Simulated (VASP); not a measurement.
# SnO (Pmn2_1) in VASP: notebook

The runs below take SnO through single point, with PBE+D3(BJ).

All numbers are computed with VASP 6.6.1; they aren't measurements. Logs are shortened: lines on timing, memory, paths and dates and some standing lists are left out, and cuts for length are marked.

### Step 1. The cell of the first run

The structure is orthorhombic, space group Pmn2_1 (No. 31). Conventional cell: a = 3.372 Å, b = 5.702 Å, c = 4.222 Å, α = 90.00°, β = 90.00°, γ = 90.00°. Around Sn (site symmetry m) lie 3 O at 2.16 to 2.17 Å. O (site symmetry m) has 3 Sn at 2.16 to 2.17 Å as nearest neighbours.

The cell comes from a database or a generator and needn't be the stable form of this composition.

### Step 2. Single point, PBE+D3(BJ) (strain +0.0050 x Voigt [1, 1, 0, 0, 0, 0], atoms carried along)

Input file INCAR:

```
SYSTEM = SnO
  ALGO = Fast
  EDIFF = 1E-7
  ENCUT = 520
  GGA = PE
  ISIF = 2
  ISMEAR = 0
  IVDW = 12
  LASPH = .True.
  LCHARG = .False.
  LREAL = .False.
  LWAVE = .False.
  NBANDS = 28
  NELM = 100
  PREC = Accurate
  SIGMA = 0.05
```

Input file KPOINTS:

```
k-points
0
Gamma
  8 6 6
  0 0 0
```

Input file POSCAR:

```
SnO
1.0
    3.3717800250      0.0000000000      0.0000000000
    0.0000000000      5.7024745200      0.0000000000
    0.0000000000      0.0000000000      4.2219700000
Sn O
2 2
Direct
    0.0000000000      0.2319090000      0.5131440000
    0.5000000000      0.7680910000      0.0131440000
    0.0000000000      0.8912500000      0.7368570000
    0.5000000000      0.1087500000      0.2368570000
```

Potentials or basis: VASP PAW PBE potentials, release 64 (Sn_d, O).

On the command line:

```bash
$ cat potpaw_PBE.64/Sn_d/POTCAR potpaw_PBE.64/O/POTCAR > POTCAR
$ mpirun -np 1 vasp_std > vasp.out
```

OUTCAR:

```text
SYSTEM = SnO
   EDIFF = 1E-7
   ENCUT = 520
   GGA = PE
   ISIF = 2
   ISMEAR = 0
   IVDW = 12
   LASPH = .True.
   LREAL = .False.
   NELM = 100
   PREC = Accurate
 IVDW          = 12

 ion  position               nearest neighbor table
   1  0.000  0.232  0.513-   3 2.16   4 2.17   4 2.17
   2  0.500  0.768  0.013-   4 2.16   3 2.17   3 2.17
   3  0.000  0.891  0.737-   1 2.16   2 2.17   2 2.17
   4  0.500  0.109  0.237-   2 2.16   1 2.17   1 2.17

  LATTYP: Found a simple orthorhombic cell.
 ALAT       =     3.3717800250
 B/A-ratio  =     1.2521487074
 C/A-ratio  =     1.6912356315

  Lattice vectors:

 A1 = (  -3.3717800250,   0.0000000000,   0.0000000000)
 A2 = (   0.0000000000,   0.0000000000,   4.2219700000)
 A3 = (   0.0000000000,   5.7024745200,   0.0000000000)

Analysis of symmetry for initial positions (statically):
=====================================================================
 Subroutine PRICEL returns:
 Original cell was already a primitive cell.

 Routine SETGRP: Setting up the symmetry group for a
 simple orthorhombic supercell.

 Subroutine GETGRP returns: Found  4 space group operations
 (whereof  2 operations were pure point group operations)
 out of a pool of  8 trial point group operations.

The static configuration has the point symmetry C_1h.
 The point group associated with its full space group is C_2v.

Analysis of symmetry for dynamics (positions and initial velocities):
=====================================================================
 Subroutine PRICEL returns:
 Original cell was already a primitive cell.

 Routine SETGRP: Setting up the symmetry group for a
 simple orthorhombic supercell.

 Subroutine GETGRP returns: Found  4 space group operations
 (whereof  2 operations were pure point group operations)
 out of a pool of  8 trial point group operations.

The dynamic configuration has the point symmetry C_1h.
 The point group associated with its full space group is C_2v.

 Subroutine INISYM returns: Found  4 space group operations
 (whereof  2 operations are pure point group operations),
 and found     1 'primitive' translations

----------------------------------------------------------------------------------------

                                     Primitive cell

  volume of cell :      81.1779

  direct lattice vectors                    reciprocal lattice vectors
     3.371780025  0.000000000  0.000000000     0.296579253  0.000000000  0.000000000
     0.000000000  5.702474520  0.000000000     0.000000000  0.175362467  0.000000000
     0.000000000  0.000000000  4.221970000     0.000000000  0.000000000  0.236856254

  length of vectors
     3.371780025  5.702474520  4.221970000     0.296579253  0.175362467  0.236856254

  position of ions in fractional coordinates (direct lattice)
     0.000000000  0.231909000  0.513144000
     0.500000000  0.768091000  0.013144000
     0.000000000  0.891250000  0.736857000
     0.500000000  0.108750000  0.236857000

  ion indices of the primitive-cell ions
   primitive index   ion index
                 1           1
                 2           2
                 3           3
                 4           4

----------------------------------------------------------------------------------------

 KPOINTS: k-points

Automatic generation of k-mesh.
 Grid dimensions read from file:
 generate k-points for:    8    6    6

 Generating k-lattice:

  Cartesian coordinates                     Fractional coordinates (reciprocal lattice)
     0.037072407  0.000000000  0.000000000     0.125000000  0.000000000  0.000000000
     0.000000000  0.029227078  0.000000000     0.000000000  0.166666667  0.000000000
     0.000000000  0.000000000  0.039476042     0.000000000  0.000000000  0.166666667

  Length of vectors
     0.037072407  0.029227078  0.039476042

  Shift w.r.t. Gamma in fractional coordinates (k-lattice)
     0.000000000  0.000000000  0.000000000

 Subroutine IBZKPT returns following result:
 ===========================================

 Found     80 irreducible k-points:

 Following reciprocal coordinates:
            Coordinates               Weight
  0.000000  0.000000  0.000000      1.000000
  0.125000  0.000000  0.000000      2.000000
  0.250000  0.000000  0.000000      2.000000
  0.375000  0.000000  0.000000      2.000000
  0.500000  0.000000  0.000000      1.000000
  0.000000  0.166667  0.000000      2.000000
[... 16 lines left out ...]
  0.250000  0.000000  0.166667      4.000000
  0.375000  0.000000  0.166667      4.000000
 [... further k-points ...]
   k-points           NKPTS =     80   k-points in BZ     NKDIM =     80   number of bands    NBANDS=     28
   number of dos      NEDOS =    301   number of ions     NIONS =      4
   total plane-waves  NPLWV =  37632
   dimension x,y,z NGX =    28 NGY =   42 NGZ =   32
   dimension x,y,z NGXF=    56 NGYF=   84 NGZF=   64
   ions per type =               2   2
   NGX,Y,Z   is equivalent  to a cutoff of  13.81, 12.24, 12.60 a.u.
   NGXF,Y,Z  is equivalent  to a cutoff of  27.61, 24.49, 25.20 a.u.
 SYSTEM =  SnO
   PREC   = accura    normal or accurate (medium, high low for compatibility)
   ISTART =      0    job   : 0-new  1-cont  2-samecut
   ICHARG =      2    charge: 1-file 2-atom 10-const
   ISPIN  =      1    spin polarized calculation?
   LNONCOLLINEAR =      F non collinear calculations
   LSORBIT =      F    spin-orbit coupling
   LASPH  =      T    aspherical Exc in radial PAW
   ENCUT  =  520.0 eV  38.22 Ry    6.18 a.u.   6.27 10.60  7.85*2*pi/ulx,y,z
   NELM   =    100;   NELMIN=  2; NELMDL= -5     # of ELM steps
   EDIFF  = 0.1E-06   stopping-criterion for ELM
   LREAL  =      F    real-space projection
   EDIFFG = 0.1E-05   stopping-criterion for IOM
   NSW    =      0    number of steps for IOM
   IBRION =     -1    ionic relax: 0-MD 1-quasi-New 2-CG
   NFREE  =      0    steps in history (QN), initial steepest desc. (CG)
   ISIF   =      2    stress and relaxation
   ISYM   =      2    0-nonsym 1-usesym 2-fastsym
   POTIM  = 0.5000    time-step for ionic-motion
   TEBEG  =    0.0;   TEEND  =   0.0 temperature during run
   PSTRESS=    0.0 pullay stress
   NELECT =      40.0000    total number of electrons
   NUPDOWN=      -1.0000    fix difference up-down
   EMIN   =  10.00;   EMAX   =-10.00  energy-range for DOS
   EFERMI =   0.00;   METHOD = LEGACY
   ISMEAR =     0;   SIGMA  =   0.05  broadening in eV -4-tet -1-fermi 0-gaus
   EFERMI_NEDOS =   21; number of points for ismear=-14 and -15
   IALGO  =     68    algorithm
   IMIX   =      4    mixing-type and parameters
     AMIX     =   0.40;   BMIX     =  1.00
     AMIX_MAG =   1.60;   BMIX_MAG =  1.00
  volume/ion in A,a.u.               =      20.29       136.95
  Fermi-wavevector in a.u.,A,eV,Ry     =   1.293051  2.443512 22.748674  1.671980
  Thomas-Fermi vector in A             =   2.424721
   LORBIT       =      0    0 simple, 1 ext, 2 COOP (PROOUT), +10 PAW based schemes
   GGA     = PE    functional components
   LHFCALC =     F    Hartree Fock is set to
   AEXX    =    0.0000 exact exchange contribution
   IVDW    =    12    specifies the selected vdW correction
   LEPSILON=     F    determine dielectric tensor
   LRPA    =     F    only Hartree local field effects (RPA)
 non-spin polarized calculation
 RMM-DIIS sequential band-by-band and
 Gauss-broadening in eV      SIGMA  =   0.05
  energy-cutoff  :      520.00
  volume of cell :       81.18
 maximum number of plane-waves:      2204
 NGX is ok and might be reduce to    28
   NGX = 13   NGY = 21   NGZ = 15

 number of electron      39.9999994 magnetization

 Free energy of the ion-electron system (eV)
  ---------------------------------------------------
  ext. energy  EPLUGINS =         0.00000000
  ---------------------------------------------------
  free energy    TOTEN  =       -22.44405940 eV

  energy without entropy =      -22.44405940  energy(sigma->0) =      -22.44405940

 E-fermi :   4.9919     XC(G=0):  -9.4890

 val. band max:        4.7454047744   @ k =   0.0000   0.0000   0.0000
 cond. band min:       6.1581237871   @ k =   0.3750   0.5000   0.0000
 fundamental gap:      1.4127190126
 Fermi energy:         4.9918878087

 k-point     1 :       0.0000    0.0000    0.0000
  band No.  band energies     occupation
      1     -16.4404      2.00000
      2     -16.1415      2.00000
      3     -16.0650      2.00000
      4     -16.0405      2.00000
      5     -16.0142      2.00000
      6     -15.9814      2.00000
[... 20 lines left out ...]
     27      13.5102      0.00000
     28      14.1202      0.00000

 k-point     2 :       0.1250    0.0000    0.0000
  band No.  band energies     occupation
      1     -16.4335      2.00000
      2     -16.1310      2.00000
      3     -16.0724      2.00000
      4     -16.0567      2.00000
      5     -16.0214      2.00000
      6     -15.9822      2.00000
[... 20 lines left out ...]
     27      13.5127      0.00000
     28      14.2309      0.00000

 k-point     3 :       0.2500    0.0000    0.0000
  band No.  band energies     occupation
      1     -16.4255      2.00000
      2     -16.2126      2.00000
      3     -16.0497      2.00000
      4     -16.0398      2.00000
      5     -16.0250      2.00000
      6     -15.9882      2.00000
[... 20 lines left out ...]
     27      13.1120      0.00000
     28      14.4583      0.00000

 k-point     4 :       0.3750    0.0000    0.0000
  band No.  band energies     occupation
      1     -16.4221      2.00000
      2     -16.3248      2.00000
      3     -16.0332      2.00000
      4     -16.0173      2.00000
      5     -16.0056      2.00000
      6     -15.9943      2.00000
[... 578 lines left out ...]
     27      14.0792      0.00000
     28      15.0933      0.00000

 k-point    23 :       0.2500    0.0000    0.1667
  band No.  band energies     occupation
      1     -16.4174      2.00000
      2     -16.2354      2.00000
      3     -16.0496      2.00000
      4     -16.0416      2.00000
      5     -16.0225      2.00000
      6     -15.9953      2.00000
[... 20 lines left out ...]
     27      13.7818      0.00000
     28      15.1613      0.00000

 k-point    24 :       0.3750    0.0000    0.1667
  band No.  band energies     occupation
      1     -16.4218      2.00000
      2     -16.3387      2.00000
      3     -16.0382      2.00000
      4     -16.0269      2.00000
      5     -16.0013      2.00000
      6     -15.9923      2.00000
[... 20 lines left out ...]
     27      13.8150      0.00000
     28      14.8284      0.00000

 [... further k-points ...]

------------------------ aborting loop because EDIFF is reached ----------------------------------------

 Edisp (eV)   -0.81642

 E8    (eV) :    -0.3562

  FORCE on cell =-STRESS in cart. coord.  units (eV):
  Direction    XX          YY          ZZ          XY          YZ          ZX
  --------------------------------------------------------------------------------------
  -------------------------------------------------------------------------------------
  Total      -1.10204    -0.88372    -0.87553     0.00000     0.00000     0.00000
  in kB     -21.75051   -17.44165   -17.28008     0.00000     0.00000     0.00000
  external pressure =      -18.82 kB  Pullay stress =        0.00 kB

 VOLUME and BASIS-vectors are now :
 -----------------------------------------------------------------------------
  energy-cutoff  :      520.00
  volume of cell :       81.18
      direct lattice vectors                 reciprocal lattice vectors
     3.371780025  0.000000000  0.000000000     0.296579253  0.000000000  0.000000000
     0.000000000  5.702474520  0.000000000     0.000000000  0.175362467  0.000000000
     0.000000000  0.000000000  4.221970000     0.000000000  0.000000000  0.236856254

 POSITION                                       TOTAL-FORCE (eV/Angst)
 -----------------------------------------------------------------------------------
      0.00000      1.32246      2.16648         0.000000     -0.176944     -0.030817
      1.68589      4.38002      0.05549         0.000000      0.176944     -0.030817
      0.00000      5.08233      3.11099         0.000000      0.075945      0.030817
      1.68589      0.62014      1.00000         0.000000     -0.075945      0.030817
 -----------------------------------------------------------------------------------
    total drift:                                0.000000      0.000000     -0.000103

  FREE ENERGIE OF THE ION-ELECTRON SYSTEM (eV)
  ---------------------------------------------------
  free  energy   TOTEN  =       -23.2604818177 eV

  energy  without entropy=      -23.2604818177  energy(sigma->0) =      -23.26048182
```

Wall time 5.1 min (1 thread of Intel Xeon Platinum 8259CL at 2.50GHz (Skylake/Cascade Lake), shared host); peak memory 0.29 GiB.

Results:

```yaml
Free_energy: -23.2605 eV
Pressure: -1.9 GPa
Largest_force: 0.180 eV/Å
Band_gap_on_the_k_mesh: 1.41 eV, indirect (least direct gap 2.07 eV)
Dispersion_energy_per_atom: -0.204 eV
```

Forces in eV/Å, atoms in the order of the input:
```
Sn   0.000 -0.177 -0.031
Sn   0.000  0.177 -0.031
O    0.000  0.076  0.031
O    0.000 -0.076  0.031
```

Stress tensor (GPa, compression positive):
```
-2.18  0.00  0.00
 0.00 -1.74  0.00
 0.00  0.00 -1.73
```

Caveat: spin-orbit coupling is left out, which moves the levels of the heavy elements.

[end of part 1 of 2]
